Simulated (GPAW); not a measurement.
Ag, 1 atom in the cell. The structure is cubic, space group Im-3m (No. 229). Conventional cell: a = 3.311 Å, b = 3.311 Å, c = 3.311 Å, α = 90.00°, β = 90.00°, γ = 90.00°. Ag (site symmetry m-3m) has 8 Ag at 2.87 Å as nearest neighbours. This isn't the form of Ag at room conditions, which is fcc.

| Item | Value |
| --- | --- |
| Program | GPAW 26.7.0 |
| Task | single point |
| Functional | PBE |
| Potentials or basis | GPAW PAW data sets (gpaw-data 1.2.1) |
| Cutoff | 450 eV |
| Basis | pw |
| k mesh | 9 × 9 × 9 |
| Occupations | fermi-dirac, width 0.05 eV |
| Spin | no spin polarisation |
| Maxiter | 80 |

Potentials or basis: GPAW PAW data sets (gpaw-data 1.2.1), pw.

Launch:

```console
$ OMP_NUM_THREADS=1 python run.py
```

Hardware: 1 thread of Arm Neoverse V1, on a shared host.

Task: Estimate the wall time of this run.

Result: It took 6.9 s on 1 thread of Arm Neoverse V1, with other jobs on the host, peak memory 0.12 GiB. Counts: scf iterations 8, plane waves 402, bands 18, k points 35.
